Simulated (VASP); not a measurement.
# Sb (R-3m) in VASP: a series of runs, part 2 of 3

VASP 6.6.1.

### Step 3. Relaxation of cell and atoms, PBE

This run uses another cell than the first one, of 31.85 Å³/atom, 1.054 times its volume.

INCAR

```
SYSTEM = Sb
PREC = Accurate
ENCUT = 300
EDIFF = 1E-7
ISMEAR = 1
SIGMA = 0.1
LREAL = .False.
LASPH = .True.
NELM = 80
ALGO = Normal
ISIF = 3
LWAVE = .False.
LCHARG = .False.
GGA = PE
IBRION = 2
NSW = 90
EDIFFG = -0.005
```

KPOINTS

```
Automatic mesh
0
Gamma
  5 5 5
  0 0 0
```

POSCAR

```
Sb                                      
1.0
    2.1994941625      1.2698785468      3.8012714641
   -2.1994941625      1.2698785468      3.8012714641
    0.0000000000     -2.5397570936      3.8012714641
  Sb            
     2
Direct
     0.2320075097867217    0.2320075097867217    0.2320075097867217
     0.7679924902132782    0.7679924902132782    0.7679924902132782
```

Potentials or basis: VASP PAW PBE potentials, release 64 (Sb).

Launch:

```console
cat potpaw_PBE.64/Sb/POTCAR > POTCAR
mpirun -np 1 vasp_std > vasp.out
```

OUTCAR:

```text
SYSTEM = Sb
   PREC = Accurate
   ENCUT = 300
   EDIFF = 1E-7
   ISMEAR = 1
   LREAL = .False.
   LASPH = .True.
   NELM = 80
   ISIF = 3
   GGA = PE
   IBRION = 2
   NSW = 90
   EDIFFG = -0.005

 ion  position               nearest neighbor table
   1  0.232  0.232  0.232-   2 2.94   2 2.94   2 2.94   2 3.43   2 3.43   2 3.43
   2  0.768  0.768  0.768-   1 2.94   1 2.94   1 2.94   1 3.43   1 3.43   1 3.43

  LATTYP: Found a trigonal (rhomboedric) cell.
 ALAT       =     4.5716551530
 COS(alpha) =     0.5370557481

  Lattice vectors:

 A1 = (   2.1994941625,   1.2698785468,   3.8012714641)
 A2 = (  -2.1994941625,   1.2698785468,   3.8012714641)
 A3 = (   0.0000000000,  -2.5397570936,   3.8012714641)

Analysis of symmetry for initial positions (statically):
=====================================================================
 Subroutine PRICEL returns:
 Original cell was already a primitive cell.

 Routine SETGRP: Setting up the symmetry group for a
 trigonal (rhombohedral) supercell.

 Subroutine GETGRP returns: Found 12 space group operations
 (whereof 12 operations were pure point group operations)
 out of a pool of 12 trial point group operations.

The static configuration has the point symmetry D_3d.

Analysis of symmetry for dynamics (positions and initial velocities):
=====================================================================
 Subroutine PRICEL returns:
 Original cell was already a primitive cell.

 Routine SETGRP: Setting up the symmetry group for a
 trigonal (rhombohedral) supercell.

 Subroutine GETGRP returns: Found 12 space group operations
 (whereof 12 operations were pure point group operations)
 out of a pool of 12 trial point group operations.

The dynamic configuration has the point symmetry D_3d.

 Subroutine INISYM returns: Found 12 space group operations
 (whereof 12 operations are pure point group operations),
 and found     1 'primitive' translations

----------------------------------------------------------------------------------------

                                     Primitive cell

  volume of cell :      63.7038

  direct lattice vectors                    reciprocal lattice vectors
     2.199494163  1.269878547  3.801271464     0.227324995  0.131246147  0.087689958
    -2.199494163  1.269878547  3.801271464    -0.227324995  0.131246147  0.087689958
     0.000000000 -2.539757094  3.801271464     0.000000000 -0.262492294  0.087689958

  length of vectors
     4.571655153  4.571655153  4.571655153     0.276752115  0.276752115  0.276752115

  position of ions in fractional coordinates (direct lattice)
     0.232007510  0.232007510  0.232007510
     0.767992490  0.767992490  0.767992490

  ion indices of the primitive-cell ions
   primitive index   ion index
                 1           1
                 2           2

----------------------------------------------------------------------------------------

 KPOINTS: Automatic mesh

Automatic generation of k-mesh.
 Grid dimensions read from file:
 generate k-points for:    5    5    5

 Generating k-lattice:

  Cartesian coordinates                     Fractional coordinates (reciprocal lattice)
     0.045464999  0.026249229  0.017537992     0.200000000  0.000000000  0.000000000
    -0.045464999  0.026249229  0.017537992     0.000000000  0.200000000  0.000000000
     0.000000000 -0.052498459  0.017537992     0.000000000  0.000000000  0.200000000

  Length of vectors
     0.055350423  0.055350423  0.055350423

  Shift w.r.t. Gamma in fractional coordinates (k-lattice)
     0.000000000  0.000000000  0.000000000

 Subroutine IBZKPT returns following result:
 ===========================================

 Found     19 irreducible k-points:

 Following reciprocal coordinates:
            Coordinates               Weight
  0.000000  0.000000  0.000000      1.000000
  0.200000  0.000000  0.000000      6.000000
  0.400000 -0.000000 -0.000000      6.000000
  0.200000  0.200000 -0.000000      6.000000
  0.400000  0.200000  0.000000     12.000000
 -0.400000  0.200000  0.000000     12.000000
[... 11 lines left out ...]
  0.400000  0.400000  0.400000      2.000000
 -0.400000  0.400000  0.400000      6.000000
   k-points           NKPTS =     19   k-points in BZ     NKDIM =     19   number of bands    NBANDS=      9
   number of dos      NEDOS =    301   number of ions     NIONS =      2
   total plane-waves  NPLWV =  21952
   dimension x,y,z NGX =    28 NGY =   28 NGZ =   28
   dimension x,y,z NGXF=    56 NGYF=   56 NGZF=   56
   ions per type =               2
   NGX,Y,Z   is equivalent  to a cutoff of  10.18, 10.18, 10.18 a.u.
   NGXF,Y,Z  is equivalent  to a cutoff of  20.36, 20.36, 20.36 a.u.
 SYSTEM =  Sb
   PREC   = accura    normal or accurate (medium, high low for compatibility)
   ISTART =      0    job   : 0-new  1-cont  2-samecut
   ICHARG =      2    charge: 1-file 2-atom 10-const
   ISPIN  =      1    spin polarized calculation?
   LNONCOLLINEAR =      F non collinear calculations
   LSORBIT =      F    spin-orbit coupling
   LASPH  =      T    aspherical Exc in radial PAW
   ENCUT  =  300.0 eV  22.05 Ry    4.70 a.u.   6.46  6.46  6.46*2*pi/ulx,y,z
   NELM   =     80;   NELMIN=  2; NELMDL= -5     # of ELM steps
   EDIFF  = 0.1E-06   stopping-criterion for ELM
   LREAL  =      F    real-space projection
   EDIFFG = -.5E-02   stopping-criterion for IOM
   NSW    =     90    number of steps for IOM
   IBRION =      2    ionic relax: 0-MD 1-quasi-New 2-CG
   NFREE  =      1    steps in history (QN), initial steepest desc. (CG)
   ISIF   =      3    stress and relaxation
   ISYM   =      2    0-nonsym 1-usesym 2-fastsym
   POTIM  = 0.5000    time-step for ionic-motion
   TEBEG  =    0.0;   TEEND  =   0.0 temperature during run
   PSTRESS=    0.0 pullay stress
   NELECT =      10.0000    total number of electrons
   NUPDOWN=      -1.0000    fix difference up-down
   EMIN   =  10.00;   EMAX   =-10.00  energy-range for DOS
   EFERMI =   0.00;   METHOD = LEGACY
   ISMEAR =     1;   SIGMA  =   0.10  broadening in eV -4-tet -1-fermi 0-gaus
   EFERMI_NEDOS =   21; number of points for ismear=-14 and -15
   IALGO  =     38    algorithm
   IMIX   =      4    mixing-type and parameters
     AMIX     =   0.40;   BMIX     =  1.00
     AMIX_MAG =   1.60;   BMIX_MAG =  1.00
  volume/ion in A,a.u.               =      31.85       214.95
  Fermi-wavevector in a.u.,A,eV,Ry     =   0.883120  1.668855 10.611200  0.779901
  Thomas-Fermi vector in A             =   2.003843
   LORBIT       =      0    0 simple, 1 ext, 2 COOP (PROOUT), +10 PAW based schemes
   GGA     = PE    functional components
   LHFCALC =     F    Hartree Fock is set to
   AEXX    =    0.0000 exact exchange contribution
   IVDW    =     0    specifies the selected vdW correction
   LEPSILON=     F    determine dielectric tensor
   LRPA    =     F    only Hartree local field effects (RPA)
 conjugate gradient relaxation of ions
 non-spin polarized calculation
 Methfessel and Paxton  Order N= 1 SIGMA  =   0.10
  energy-cutoff  :      300.00
  volume of cell :       63.70
 maximum number of plane-waves:       767
 NGX is ok and might be reduce to    28
   NGX = 13   NGY = 13   NGZ = 13

--------------------------------------- Ionic step        1  -------------------------------------------

 number of electron      10.0000000 magnetization

 number of electron       9.9999999 magnetization

 Free energy of the ion-electron system (eV)
  ---------------------------------------------------
  ext. energy  EPLUGINS =         0.00000000
  ---------------------------------------------------
  free energy    TOTEN  =        -8.31711265 eV

  energy without entropy =       -8.31739390  energy(sigma->0) =       -8.31720640

------------------------ aborting loop because EDIFF is reached ----------------------------------------

  FORCE on cell =-STRESS in cart. coord.  units (eV):
  Direction    XX          YY          ZZ          XY          YZ          ZX
  --------------------------------------------------------------------------------------
  -------------------------------------------------------------------------------------
  Total       -0.0174285     -0.0174285     -0.0051507      0.0000000      0.0000000      0.0000000
  in kB       -0.4383337     -0.4383337     -0.1295430      0.0000000      0.0000000      0.0000000
  external PRESSURE =      -0.3354035 kB  Pullay stress =       0.0000000 kB
[... 57 lines left out ...]
  energy  without entropy=       -8.3173994125  energy(sigma->0) =       -8.31721188

--------------------------------------- Ionic step        3  -------------------------------------------

 number of electron       9.9999999 magnetization

 Free energy of the ion-electron system (eV)
  ---------------------------------------------------
  ext. energy  EPLUGINS =         0.00000000
  ---------------------------------------------------
  free energy    TOTEN  =        -8.31711900 eV

  energy without entropy =       -8.31740029  energy(sigma->0) =       -8.31721277

 E-fermi :   6.5783     XC(G=0):  -9.3066

 val. band max:        6.4940484677   @ k =   0.4000   0.2000   0.2000
 cond. band min:       6.8816960369   @ k =   0.4000  -0.0000  -0.0000
 fundamental gap:      0.3876475692
 Fermi energy:         6.5782717639

 k-point     1 :       0.0000    0.0000    0.0000
  band No.  band energies     occupation
      1      -5.7059      2.00000
      2       1.5996      2.00000
      3       4.8150      2.00000
      4       4.8731      2.00000
      5       4.8731      2.00000
      6       8.5641     -0.00000
      7       9.2290      0.00000
      8       9.2290      0.00000
      9      11.7652      0.00000
[... 243 lines left out ...]
  FREE ENERGIE OF THE ION-ELECTRON SYSTEM (eV)
  ---------------------------------------------------
  free  energy   TOTEN  =        -8.3171190028 eV

  energy  without entropy=       -8.3174002915  energy(sigma->0) =       -8.31721277

 reached required accuracy - stopping structural energy minimisation
```

Run time: 9.1 s. Hardware: 1 thread of Intel Xeon Platinum 8375C at 2.90GHz (Ice Lake), shared host; peak memory 0.14 GiB.

What came out:

```yaml
Free_energy: -8.3171 eV
Relaxed_volume: 31.83 Å³/atom
Relaxed_cell: a = 4.571 Å, b = 4.571 Å, c = 4.571 Å, α = 57.51°, β = 57.51°, γ = 57.51°
Space_group_after_relaxing_to_0.05_Å: R-3m (No. 166)
Energy_gained_by_relaxing: 0.0 meV/atom
Ionic_steps: 3
Pressure_after_relaxing: 0.0 GPa
Band_gap_on_the_k_mesh: 0.39 eV, indirect (least direct gap 0.62 eV)
```

Final structure:
```
CELL_PARAMETERS angstrom
2.19881 1.26949 3.80092
-2.19881 1.26949 3.80092
0.00000 -2.53897 3.80092
ATOMIC_POSITIONS crystal
Sb 0.23200 0.23200 0.23200
Sb 0.76800 0.76800 0.76800
```

Caveat: spin-orbit coupling is left out, which moves the levels of the heavy elements; an odd mesh through Γ misses points on the zone boundary, where band edges often lie.

(Continued in part 3 of 3.)
